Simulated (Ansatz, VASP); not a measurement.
## One calculation of MgSi2N2, two programs

```
Mg Si N
1.0
     4.29505    0.00000    0.00000
    -2.14752    3.71962    0.00000
     0.00000    0.00000    4.87654
Mg Si N
1 2 2
Direct
  0.00000 0.00000 0.00000
  0.33333 0.66667 0.50000
  0.66667 0.33333 0.50000
  0.33333 0.66667 0.00000
  0.66667 0.33333 0.00000
```

Alike in both runs: task relaxation of cell and atoms; functional PBE; k mesh 6 × 6 × 4; occupations gaussian, width 0.1 eV; no spin polarisation.

```csv
,VASP,Ansatz
version,VASP 6.6.1,Ansatz 0.2.0
potentials or method,"VASP PAW PBE potentials, release 64 (Mg, Si, N)","scalar-relativistic, plane waves, PAW"
plane-wave cutoff (eV),600,420
valence electrons in the cell,20,28
```

|  | VASP | Ansatz | Ansatz less VASP |
| --- | --- | --- | --- |
| gap on the k mesh at the Fermi level, each at its own relaxed structure (eV) | none | none | - |
| relaxed volume (Å³/atom) | 11.69 | 11.75 | +0.063 |
| relaxed cell length with the largest relative difference (Å) | 4.295 | 4.311 | +0.0166 |
| energy change over the relaxation (meV/atom) | -538 | -536 | +2.1 |

A gap of «none» marks a metal or a gap that the smearing closes. The two sets of potentials don't hold the same shells in valence.

Caveats: the volume moved by over 15 % at a fixed basis, so the end points are rough (VASP).
